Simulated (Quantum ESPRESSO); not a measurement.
# E(M) of MnO2

Aim: the energy of MnO2 as a function of the total spin moment of its primitive cell.

Method: PW91; plane waves with GBRV 1.5 LDA potentials, no spin-orbit coupling, in Quantum ESPRESSO 7.5.

### Step 1. The starting structure

The structure is trigonal, space group P-3m1 (No. 164). Conventional cell: a = 2.857 Å, b = 2.857 Å, c = 4.601 Å, α = 90.00°, β = 90.00°, γ = 120.00°. Nearest to Mn lie 6 O at 1.90 Å. O has 3 Mn at 1.90 Å nearest. Farther neighbours and most contacts between anions are not listed.

Coordinates:

```
CELL_PARAMETERS angstrom
2.85658 0.00000 0.00000
-1.42829 2.47387 0.00000
0.00000 0.00000 4.60137
ATOMIC_POSITIONS crystal
Mn 0.00000 0.00000 0.50000
O 0.66667 0.33333 0.29371
O 0.33333 0.66667 0.70629
```

The cell comes from Materials Project 2023-11-01, a database of computed structures, and need not be the stable phase.

### Step 2. The free run

ASE passes magmoms on as starting_magnetization. pw.x reads values of 1 or more as Bohr magnetons; where all are smaller, it reads them as fractions of the valence charge.

pw.py

```python
from ase import Atoms
from ase.calculators.espresso import Espresso, EspressoProfile

atoms = Atoms(['Mn', 'O', 'O'],
    cell=[[2.85657818, 0.0, 0.0],
         [-1.42828909, 2.47386927, 0.0],
         [0.0, 0.0, 4.60137406]],
    scaled_positions=[[0.0, 0.0, 0.5],
         [0.66666667, 0.33333333, 0.29370743],
         [0.33333333, 0.66666667, 0.70629257]],
    pbc=True,
    magmoms=[4.5, 0.0, 0.0])
input_data = {
    'control': {'calculation': 'scf', 'prefix': 'pwscf', 'outdir': './tmp', 'disk_io': 'nowf', 'tprnfor': True, 'tstress': True},
    'system': {'ecutwfc': 40.0, 'ecutrho': 280.0, 'nbnd': 23, 'input_dft': 'pw91', 'occupations': 'smearing', 'smearing': 'fd', 'degauss': 0.00734986, 'nspin': 2},
    'electrons': {'conv_thr': 6e-09, 'electron_maxstep': 150, 'mixing_beta': 0.3, 'startingwfc': 'random'},
}
atoms.calc = Espresso(
    profile=EspressoProfile(command='mpirun -n 2 pw.x -nk 2', pseudo_dir='pseudo'),
    pseudopotentials={'Mn': 'mn_lda_v1.5.uspp.F.UPF', 'O': 'o_lda_v1.2.uspp.F.UPF'},
    input_data=input_data,
    kpts=(8, 8, 8),
    koffset=(1, 1, 1))
atoms.get_potential_energy()
energy = atoms.calc.results['free_energy']
print(f'free energy: {energy:.6f} eV')
print('site moments (muB):', atoms.get_magnetic_moments().round(3))
```

Command:

```console
OMP_NUM_THREADS=1 python3 pw.py > pw.log
```

Then come: moment fixed at 0 μB; moment fixed at 0.675 μB; moment fixed at 1.349 μB; E(M).

What does the calculation give for the energy at zero total moment?

At zero total moment the site moments vanish, so the 1127 meV a cell is the energy of forming them. The points show one minimum alone. The free run has a whole-number moment, and the slope goes from -518 to 1440 meV/μB between its neighbours: a kink, as where a spin channel has a gap, so no stiffness is given.

```
moment of the free run      : 3.00 μB a cell
energy at zero total moment : 1127 meV a cell over the lowest
```

The cell holds one seeded atom, so opposed orders, which may lie lower, cannot form in it. The pseudopotentials were made with another functional, an inconsistency that can move energies. Energies are free energies at an electronic temperature of 1160 K, which lowers moments and differences where the moments are itinerant. No Hubbard term acts here. In such compounds local and semilocal functionals without one often delocalise the d electrons, and can shrink or lose moments and miss the size, sign and order of the couplings.

[Logs and program files are shortened in this print: banners, set-up blocks, solver, clock and traceback lines can be left out without a mark of their own.]

[Logs are printed without paths, hosts, clocks, repeated set-up lines and the standing remarks that a program may print on its own settings, such as how far it seeks lower states.]

[Hosts, paths, dates, database ids (printed as entryN), source tags and the programs' standing remarks are cut or masked in the printed files.]

[Where a cell is said to come from a database of computed structures, the database is the Materials Project.]
